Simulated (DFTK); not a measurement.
# AlN (F-43m) in DFTK: reference runs

Aim: a first look at AlN with PBE, on the cell as given and on a disturbed one.

All numbers are computed with DFTK 0.8.2; they aren't measurements. Logs are shortened: lines on timing, memory, paths and dates and some standing lists are left out, and cuts for length are marked.

## (1) Starting point

The structure is cubic, space group F-43m (No. 216). Conventional cell: a = 4.368 Å, b = 4.368 Å, c = 4.368 Å, α = 90.00°, β = 90.00°, γ = 90.00°. Al (site symmetry -43m) has 4 N at 1.89 Å as nearest neighbours. N (site symmetry -43m) has 4 Al at 1.89 Å as nearest neighbours.

Measurements of this composition are mostly on another form, of space group No. 186.

## (2) Single point, PBE

run.jl

```julia
using DFTK
using PseudoPotentialData
using Unitful, UnitfulAtomic
using LinearAlgebra, Printf
include("save.jl")
disable_threading()

# lattice vectors are the columns
lattice = austrip(1u"Å") * [           0.0   2.1839935596   2.1839935596;
             2.1839935596            0.0   2.1839935596;
             2.1839935596   2.1839935596            0.0]
symbols   = [:Al, :N]
positions = [[0.0, 0.0, 0.0],
             [0.25, 0.25, 0.25]]
pseudopotentials = PseudoFamily("dojo.nc.sr.pbe.v0_4_1.standard.upf")
elements = Dict(s => ElementPsp(s, pseudopotentials) for s in unique(symbols))
atoms    = [elements[s] for s in symbols]

build_model(lattice, positions; symmetries=true) =
    model_DFT(lattice, atoms, positions;
              functionals=PBE(),
              temperature=austrip(0.05u"eV"),
              smearing=Smearing.FermiDirac(),
              symmetries)
Ecut  = 42.0  # hartree
kgrid = [10, 10, 10]
tol   = 1e-6
to_GPa = ustrip(uconvert(u"GPa", 1u"hartree/bohr^3"))

model = build_model(lattice, positions)
basis = PlaneWaveBasis(model; Ecut, kgrid)
display(basis)
scfres = self_consistent_field(basis;
                               tol,
                               nbandsalg=AdaptiveBands(model; n_bands_converge=9))
display(scfres.energies)
@printf "Fermi level: %.6f eV\n" ustrip(auconvert(u"eV", something(scfres.εF, NaN)))
forces = compute_forces_cart(scfres)
println("Forces (eV/Å)")
for (s, f) in zip(symbols, forces)
    @printf "%-3s %12.6f %12.6f %12.6f\n" s ustrip.(auconvert.(u"eV/Å", f))...
end
stress = compute_stresses_cart(scfres)
println("Stress (GPa)")
display(round.(stress * to_GPa; digits=4))
println("Levels at the first k-point (eV): ", round.(ustrip.(auconvert.(u"eV", scfres.eigenvalues[1][1:scfres.n_bands_converge])); digits=4))
save_scf!(scfres; forces, stress)
```

Potentials or basis: dojo.nc.sr.pbe.v0_4_1.standard.upf (PBE).

Run with:

```
julia --threads=1 run.jl  # save.jl only writes the numbers to a file and isn't shown; printed stress counts tension as positive; times include loading and compiling
```

Standard output:

```text
PlaneWaveBasis discretization:

    Ecut                 : 42.0 Ha
    fft_size             : (40, 40, 40), 64000 total points
    kgrid                : MonkhorstPack([10, 10, 10])
    num.   red. kpoints  : 1000
    num. irred. kpoints  : 73

    Discretized Model(gga_x_pbe+gga_c_pbe, 3D):
        lattice (in Bohr)    : [0         , 4.12715   , 4.12715   ]
                               [4.12715   , 0         , 4.12715   ]
                               [4.12715   , 4.12715   , 0         ]
        unit cell volume     : 140.6 Bohr³

        atoms                : AlN
        pseudopot. family    : PseudoFamily("dojo.nc.sr.pbe.v0_4_1.standard.upf")

        num. electrons       : 8
        spin polarization    : none
        temperature          : 0.0018375 Ha
        smearing             : DFTK.Smearing.FermiDirac()

        terms                : Kinetic()
                               AtomicLocal()
                               AtomicNonlocal()
                               Ewald(nothing)
                               PspCorrection()
                               Hartree()
                               Xc(gga_x_pbe, gga_c_pbe)
                               Entropy()
n     Energy            log10(ΔE)   log10(Δρ)   Diag   Δtime
---   ---------------   ---------   ---------   ----   ------
  1   -12.67146994435                   -0.53    5.0    8.61s
  2   -12.76428392639       -1.03       -0.79    2.4    7.09s
  3   -12.79014406348       -1.59       -1.27    3.0    7.15s
  4   -12.79210567169       -2.71       -1.72    2.0    7.17s
  5   -12.79252127090       -3.38       -2.24    2.0    6.37s
  6   -12.79255931812       -4.42       -3.27    1.9    5.04s
  7   -12.79255994632       -6.20       -3.95    2.5    6.28s
  8   -12.79255993339   +   -7.89       -3.78    2.3    5.11s
  9   -12.79255996047       -7.57       -4.86    2.0    4.78s
 10   -12.79255996088       -9.38       -5.02    2.7    5.69s
 11   -12.79255996091      -10.56       -5.50    1.0    3.87s
 12   -12.79255996092      -11.31       -6.28    2.0    4.63s
Energy breakdown (in Ha):
    Kinetic             8.1890397
    AtomicLocal         -8.5153035
    AtomicNonlocal      -0.6670584
    Ewald               -10.8999796
    PspCorrection       0.5286651
    Hartree             2.8210342
    Xc                  -4.2489575
    Entropy             -0.0000000

    total               -12.792559960917
Fermi level: 6.821068 eV
Forces (eV/Å)
Al      0.000000     0.000000     0.000000
N       0.000000     0.000000     0.000000
Stress (GPa)
3×3 StaticArraysCore.SMatrix{3, 3, Float64, 9} with indices SOneTo(3)×SOneTo(3):
 -4.4931   0.0      0.0
  0.0     -4.4931   0.0
  0.0     -0.0     -4.4931
Levels at the first k-point (eV): [-9.8082, 5.1588, 5.1588, 5.1588, 9.351, 17.7478, 17.7478, 17.7478, 22.9037]
```

It took 3 min on 1 thread of Intel Xeon Platinum 8375C at 2.90GHz (Ice Lake), shared host; peak memory 1.7 GiB.

What came out:

```
Free energy            : -348.1033 eV
Pressure               : 4.5 GPa
Band gap on the k mesh : 3.32 eV, indirect (least direct gap 4.19 eV)
```

A k mesh can miss the band edges.

## (3) Single point, PBE (atoms moved at random, drawn with an rms of 0.05 Å)

run.jl: that of step 2 with these lines changed.

```diff
@@ -12,4 +12,4 @@
 symbols   = [:Al, :N]
-positions = [[0.0, 0.0, 0.0],
-             [0.25, 0.25, 0.25]]
+positions = [[0.000353, -0.005977, 0.011268],
+             [0.247794, 0.256198, 0.241904]]
 pseudopotentials = PseudoFamily("dojo.nc.sr.pbe.v0_4_1.standard.upf")
```

Potentials or basis: dojo.nc.sr.pbe.v0_4_1.standard.upf (PBE).

Run with:

```
julia --threads=1 run.jl  # save.jl only writes the numbers to a file and isn't shown; printed stress counts tension as positive; times include loading and compiling
```

It took 29 min on 1 thread of Intel Xeon Platinum 8375C at 2.90GHz (Ice Lake), shared host; peak memory 6 GiB.

It converged, with:

| Property | Result |
| --- | --- |
| Free energy | -348.0820 eV |
| Pressure | 4.9 GPa |
| Largest force | 0.765 eV/Å |
| Band gap on the k mesh | 3.17 eV, indirect (least direct gap 4.03 eV) |

Forces on the atoms (eV/Å):
```
Al  -0.174 -0.694  0.270
N    0.174  0.694 -0.270
```

Stress tensor (GPa, compression positive):
```
 5.00 -1.33  3.44
-1.33  4.59  0.86
 3.44  0.86  4.97
```

Levels at points of the mesh, in eV from the valence-band top:
| k point | band 2 | band 3 | band 4 | band 5 | band 6 | band 7 |
| --- | --- | --- | --- | --- | --- | --- |
| (0.00, 0.00, 0.00) | -0.28 | -0.18 | 0.00 | 4.03 | 12.42 | 12.44 |
| (-0.50, 0.00, 0.00) | -6.00 | -0.75 | -0.54 | 7.23 | 9.69 | 10.95 |
| (0.00, -0.50, 0.00) | -6.05 | -0.67 | -0.51 | 7.20 | 9.65 | 10.98 |
| (-0.50, -0.50, 0.00) | -5.05 | -1.97 | -1.89 | 3.17 | 8.48 | 13.75 |
| (0.00, 0.00, -0.50) | -5.94 | -0.75 | -0.66 | 7.28 | 9.73 | 10.96 |
| (-0.50, 0.00, -0.50) | -5.05 | -2.02 | -1.84 | 3.17 | 8.50 | 13.75 |
| (0.00, -0.50, -0.50) | -5.05 | -1.96 | -1.89 | 3.17 | 8.48 | 13.75 |
| (-0.50, -0.50, -0.50) | -6.04 | -0.69 | -0.51 | 7.21 | 9.66 | 10.97 |

A k mesh can miss the band edges.
